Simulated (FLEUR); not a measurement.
# Re (Fm-3m) in FLEUR: settings compared

Aim: see how the results for Re move with the level of theory and the settings. Levels: LDA+U, PW91+U. Tasks: density of states.

Everything below comes from runs of FLEUR MaX-R8.1 (later development tree). Logs are shortened: lines on timing, memory, paths and dates and some standing lists are left out, and cuts for length are marked.

## (1) The undisturbed crystal

It takes space group Fm-3m (No. 225, cubic). Conventional cell: a = 3.950 Å, b = 3.950 Å, c = 3.950 Å, α = 90.00°, β = 90.00°, γ = 90.00°. Re (site symmetry m-3m) has 12 Re at 2.79 Å as nearest neighbours.

This isn't the form of Re at room conditions, which is hcp.

## (2) Density of states, LDA+U, collinear spin, ferromagnetic start, spin-orbit coupling (volume scaled by 0.96)

inp.xml reads:

```xml
<?xml version="1.0" encoding="UTF-8" standalone="no"?>
<fleurInput fleurInputVersion="0.39">
   <comment>
      Re                                                                                                  
   </comment>
   <calculationSetup>
      <cutoffs Kmax="4.5" Gmax="22.5" GmaxXC="22.5" numbands="all"/>
      <scfLoop itmax="100" minDistance="0.0002" maxIterBroyd="50" imix="Anderson" alpha="0.05" precondParam="0.0" spinf="2.0" sdNocoIR="T"/>
      <coreElectrons ctail="T" frcor="F" kcrel="0" coretail_lmax="0"/>
      <xcFunctional name="vwn" relativisticCorrections="F"/>
      <magnetism jspins="2"/>
      <soc l_soc="T" theta="1.5707963" phi="0.0" spav="F"/>
      <expertModes spex="0" secvar="F"/>
      <geometryOptimization l_f="F" forcealpha="1.0" forcemix="BFGS" epsdisp="0.00001" epsforce="0.00001"/>
      <ldaU l_linMix="F" mixParam="0.05" spinf="1.0"/>
   </calculationSetup>
   <cell>
      <bzIntegration valenceElectrons="29.0" mode="hist" fermiSmearingEnergy="0.00367493">
         <kPointListSelection listName="default-1"/>
         <!-- k-points included here -->
         <xi:include xmlns:xi="http://www.w3.org/2001/XInclude" href="kpts.xml"> </xi:include>
      </bzIntegration>
      <!-- symmetry operations included here -->
      <xi:include xmlns:xi="http://www.w3.org/2001/XInclude" href="sym.xml"> </xi:include>
      <bulkLattice scale="1.0">
         <bravaisMatrix>
            <row-1>    0.0000000000000000     3.6817676546365150     3.6817676546365150</row-1>
            <row-2>    3.6817676546365150     0.0000000000000000     3.6817676546365150</row-2>
            <row-3>    3.6817676546365150     3.6817676546365150     0.0000000000000000</row-3>
         </bravaisMatrix>
      </bulkLattice>
   </cell>
   <atomSpecies>
      <species name="Rhenium (R1.000" element="Re" atomicNumber="75">
         <mtSphere radius="2.41" gridPoints="797" logIncrement="0.017"/>
         <atomicCutoffs lmax="9" lnonsphr="7"/>
         <electronConfig flipSpins="F">
            <coreConfig>(1s1/2) (2s1/2) (2p1/2) (2p3/2) (3s1/2) (3p1/2) (3p3/2) (4s1/2) (3d3/2) (3d5/2) (4p1/2) (4p3/2) (4d3/2) (4d5/2)</coreConfig>
            <valenceConfig>(5s1/2) (5p1/2) (5p3/2) (6s1/2) (4f5/2) (4f7/2) (5d3/2) (5d5/2)</valenceConfig>
            <stateOccupation state="(5d3/2)" spinUp="1.0" spinDown="1.0"/>
            <stateOccupation state="(5d5/2)" spinUp="2.0" spinDown="1.0"/>
         </electronConfig>
         <energyParameters s="6" p="6" d="5" f="4"/>
         <ldaU l="2" U="7" J="0.5" l_amf="F"/>
         <lo type="SCLO" l="0" n="5" eDeriv="0"/>
         <lo type="SCLO" l="1" n="5" eDeriv="0"/>
         <lo type="SCLO" l="3" n="4" eDeriv="2"/>
      </species>
   </atomSpecies>
   <atomGroups>
      <atomGroup species="Rhenium (R1.000">
         <relPos label="                   1">.0000000000 .0000000000 .0000000000</relPos>
         <force calculate="T" relaxXYZ="TTT"/>
      </atomGroup>
   </atomGroups>
   <output dos="F" band="F" slice="F">
      <checks vchk="F" cdinf="F"/>
      <bandDOS minEnergy="-.5*Htr" maxEnergy="0.5*Htr" sigma="0.015" storeEVData="T"/>
      <vacuumDOS vacdos="F" integ="F" star="F" nstars="0" locx1="0.0" locy1="0.0" locx2="0.0" locy2="0.0" nstm="0" tworkf="0.0"/>
      <unfoldingBand unfoldBand="F" supercellX="1" supercellY="1" supercellZ="1"/>
      <plotting iplot="0" polar="F">
         <plot TwoD="T" vec1="  1.0  0.0  0.0" vec2="  0.0  1.0  0.0" vec3="  0.0  0.0  1.0" zero="  0.0  0.0  0.0" file="plot"/>
      </plotting>
      <chargeDensitySlicing numkpt="0" minEigenval="0.0" maxEigenval="0.0" nnne="0" pallst="F"/>
      <specialOutput eonly="F"/>
      <moessbauerParams electricFieldGradient="T" isomerShift="T" coreHyperfine="T" valenceHyperfine="T"/>
      <magneticCircularDichroism mcd="F" energyLo="-10.0" energyUp="0.0"/>
   </output>
  <!-- We include the file relax.xml here to enable relaxations (see documentation) -->
  <xi:include xmlns:xi="http://www.w3.org/2001/XInclude" href="relax.xml"> <xi:fallback/> </xi:include>
</fleurInput>
```

crystal.txt reads:

```
Re
&input cartesian=F /
0.0000000000  1.9483075387  1.9483075387
1.9483075387  0.0000000000  1.9483075387
1.9483075387  1.9483075387  0.0000000000
1.8897261246
1.0 1.0 1.0

1
75 0.0000000000  0.0000000000  0.0000000000 : 1.000

&soc 1.5707963 0.0 /
&kpt div1=8 div2=8 div3=8 gamma=T /
```

inp.xml (dos) reads:

```
<?xml version="1.0" encoding="UTF-8" standalone="no"?>
<fleurInput fleurInputVersion="0.39">
   <comment>
      Re                                                                                                  
   </comment>
   <calculationSetup>
      <cutoffs Kmax="4.5" Gmax="22.5" GmaxXC="22.5" numbands="all"/>
      <scfLoop itmax="100" minDistance="0.0002" maxIterBroyd="50" imix="Anderson" alpha="0.05" precondParam="0.0" spinf="2.0" sdNocoIR="T"/>
      <coreElectrons ctail="T" frcor="F" kcrel="0" coretail_lmax="0"/>
      <xcFunctional name="vwn" relativisticCorrections="F"/>
      <magnetism jspins="2"/>
      <soc l_soc="T" theta="1.5707963" phi="0.0" spav="F"/>
      <expertModes spex="0" secvar="F"/>
      <geometryOptimization l_f="F" forcealpha="1.0" forcemix="BFGS" epsdisp="0.00001" epsforce="0.00001"/>
      <ldaU l_linMix="F" mixParam="0.05" spinf="1.0"/>
   </calculationSetup>
   <cell>
      <bzIntegration valenceElectrons="29.0" mode="hist" fermiSmearingEnergy="0.00367493">
         <kPointListSelection listName="default-1"/>
         <!-- k-points included here -->
         <xi:include xmlns:xi="http://www.w3.org/2001/XInclude" href="kpts.xml"> </xi:include>
      </bzIntegration>
      <!-- symmetry operations included here -->
      <xi:include xmlns:xi="http://www.w3.org/2001/XInclude" href="sym.xml"> </xi:include>
      <bulkLattice scale="1.0">
         <bravaisMatrix>
            <row-1>    0.0000000000000000     3.6817676546365150     3.6817676546365150</row-1>
            <row-2>    3.6817676546365150     0.0000000000000000     3.6817676546365150</row-2>
            <row-3>    3.6817676546365150     3.6817676546365150     0.0000000000000000</row-3>
         </bravaisMatrix>
      </bulkLattice>
   </cell>
   <atomSpecies>
      <species name="Rhenium (R1.000" element="Re" atomicNumber="75">
         <mtSphere radius="2.41" gridPoints="797" logIncrement="0.017"/>
         <atomicCutoffs lmax="9" lnonsphr="7"/>
         <electronConfig flipSpins="F">
            <coreConfig>(1s1/2) (2s1/2) (2p1/2) (2p3/2) (3s1/2) (3p1/2) (3p3/2) (4s1/2) (3d3/2) (3d5/2) (4p1/2) (4p3/2) (4d3/2) (4d5/2)</coreConfig>
            <valenceConfig>(5s1/2) (5p1/2) (5p3/2) (6s1/2) (4f5/2) (4f7/2) (5d3/2) (5d5/2)</valenceConfig>
            <stateOccupation state="(5d3/2)" spinUp="1.0" spinDown="1.0"/>
            <stateOccupation state="(5d5/2)" spinUp="2.0" spinDown="1.0"/>
         </electronConfig>
         <energyParameters s="6" p="6" d="5" f="4"/>
         <ldaU l="2" U="7" J="0.5" l_amf="F"/>
         <lo type="SCLO" l="0" n="5" eDeriv="0"/>
         <lo type="SCLO" l="1" n="5" eDeriv="0"/>
         <lo type="SCLO" l="3" n="4" eDeriv="2"/>
      </species>
   </atomSpecies>
   <atomGroups>
      <atomGroup species="Rhenium (R1.000">
         <relPos label="                   1">.0000000000 .0000000000 .0000000000</relPos>
         <force calculate="T" relaxXYZ="TTT"/>
      </atomGroup>
   </atomGroups>
   <output dos="T" band="F" slice="F">
      <checks vchk="F" cdinf="F"/>
      <bandDOS minEnergy="-0.8*Htr" maxEnergy="0.5*Htr" sigma="0.005" storeEVData="T"/>
      <vacuumDOS vacdos="F" integ="F" star="F" nstars="0" locx1="0.0" locy1="0.0" locx2="0.0" locy2="0.0" nstm="0" tworkf="0.0"/>
      <unfoldingBand unfoldBand="F" supercellX="1" supercellY="1" supercellZ="1"/>
      <plotting iplot="0" polar="F">
         <plot TwoD="T" vec1="  1.0  0.0  0.0" vec2="  0.0  1.0  0.0" vec3="  0.0  0.0  1.0" zero="  0.0  0.0  0.0" file="plot"/>
      </plotting>
      <chargeDensitySlicing numkpt="0" minEigenval="0.0" maxEigenval="0.0" nnne="0" pallst="F"/>
      <specialOutput eonly="F"/>
      <moessbauerParams electricFieldGradient="T" isomerShift="T" coreHyperfine="T" valenceHyperfine="T"/>
      <magneticCircularDichroism mcd="F" energyLo="-10.0" energyUp="0.0"/>
   </output>
  <!-- We include the file relax.xml here to enable relaxations (see documentation) -->
  <xi:include xmlns:xi="http://www.w3.org/2001/XInclude" href="relax.xml"> <xi:fallback/> </xi:include>
</fleurInput>
```

Potentials or basis: all-electron, FLAPW.

Command:

```
inpgen -f crystal.txt -profile moderate
# inp.xml edited to the form shown
fleur_MPI
fleur_MPI   # second run, on inp.xml (dos)
```

What it wrote:

```text
Welcome to FLEUR        (www.flapw.de)
      MaX-Release 8.1          (www.max-centre.eu)

 ========== k-point set info ==========
 Selected k-point list: default-1
 k-point list type: mesh
 8 x 8 x 8
 Number of k points: 78

 ------------Calculation Setup---------------------------
 Number of MPI-tasks      :            1
 Number of PE/node        :            1
 Number of OMP-threads    :            1
 Most efficient MPI parallelization for:
           1           2           3           6          13          26          39          78
 Additional eigenvalue parallelization possible
 Number of basis functions:          190
 Approximate size of matrices (H+S) per k-point:         0.001 GB
 --------------------------------------------------------
 no density matrix found ... skipping LDA+U
 Complex matrix made real
 Complex matrix made real
 Reset of history
 Iteration:     1   Distance:      13.23804572 me/bohr^3
 Iteration:     2   Distance:      13.15639658 me/bohr^3
 Iteration:     3   Distance:      11.94476859 me/bohr^3
 Iteration:     4   Distance:       6.00846362 me/bohr^3
 Iteration:     5   Distance:       2.46340172 me/bohr^3
 Iteration:     6   Distance:       2.61166839 me/bohr^3
 Iteration:     7   Distance:       1.87335862 me/bohr^3
 Iteration:     8   Distance:       1.43638200 me/bohr^3
 Iteration:     9   Distance:       0.52244480 me/bohr^3
 Iteration:    10   Distance:       0.50009810 me/bohr^3
[... 8 lines left out ...]
 Iteration:    19   Distance:       0.05919749 me/bohr^3
 Iteration:    20   Distance:       0.00587306 me/bohr^3
 Iteration:    21   Distance:       0.00526971 me/bohr^3
 Iteration:    22   Distance:       0.00375271 me/bohr^3
 Iteration:    23   Distance:       0.00454781 me/bohr^3
 Iteration:    24   Distance:       0.00336427 me/bohr^3
 Iteration:    25   Distance:       0.00058423 me/bohr^3
 Iteration:    26   Distance:       0.00057984 me/bohr^3
 Iteration:    27   Distance:       0.00083021 me/bohr^3
 Iteration:    28   Distance:       0.00017247 me/bohr^3

 ********************************************************************
 Run finished successfully
 Stop message:
   all done
 ********************************************************************
```

It took 8.7 min on 1 thread of Arm Neoverse V2, shared host; peak memory 0.25 GiB.

What came out:

```
Free energy                                           : -454653.2125 eV
Band gap on the k mesh                                : none (metal or under the smearing width)
Net moment                                            : 0.00 μB per cell
Valence electrons inside the program's atomic spheres : Re 26.91 (radii Re 2.41 bohr)
```

Orbital moments (μB): Re -0.000

Core levels (eV from the Fermi level):
| atom | levels |
| --- | --- |
| 1 Re | 1s1/2 -71499.8, 2s1/2 -12385.8, 2p1/2 -11854.0, 2p3/2 -10415.7, 3s1/2 -2863.5, 3p1/2 -2625.8, 3p3/2 -2313.6, 4s1/2 -593.3, 3d3/2 -1913.4, 3d5/2 -1845.6, 4p1/2 -494.2, 4p3/2 -421.1, 4d3/2 -258.2, 4d5/2 -244.7 |

Caveat: the U is typed as a test and isn't derived for this compound. The state reached can hang on the start; a lower one may exist.

(Part 1 of 2 ends here.)
